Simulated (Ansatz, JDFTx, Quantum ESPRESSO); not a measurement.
## One calculation of InAs, 3 ways

```
CELL_PARAMETERS angstrom
0.00000 3.01800 3.01800
3.01800 0.00000 3.01800
3.01800 3.01800 0.00000
ATOMIC_POSITIONS crystal
In 0.00000 0.00000 0.00000
As 0.75000 0.75000 0.75000
```

Alike in all runs: task equation of state; functional LDA; k mesh 8 × 8 × 8; occupations fermi-dirac, width 0.05 eV; no spin polarisation; no spin-orbit coupling. LDA stands for any of its common fits.

```json
{"program and potentials": "Ansatz, PseudoDojo LDA", "plane-wave cutoff (eV)": "1088", "notes": "-", "equilibrium volume (Å³/atom)": "27.32", "bulk modulus (GPa)": "60.2"}
{"program and potentials": "JDFTx, PseudoDojo-SR-LDA-0.4.1-standard", "plane-wave cutoff (eV)": "1088", "notes": "-", "equilibrium volume (Å³/atom)": "27.32", "bulk modulus (GPa)": "60.3"}
{"program and potentials": "Quantum ESPRESSO, PseudoDojo 0.4.1 SR LDA standard", "plane-wave cutoff (eV)": "1088", "notes": "-", "equilibrium volume (Å³/atom)": "27.32", "bulk modulus (GPa)": "60.3"}
```

All agree on the equilibrium volume. The bulk modulus spans 60.2 (Ansatz, PseudoDojo LDA) to 60.3 GPa (JDFTx, PseudoDojo-SR-LDA-0.4.1-standard).

The functional is the same throughout but for its coding, so the spread measures potentials, basis and numerics; runs on potential files found faulty are left out.
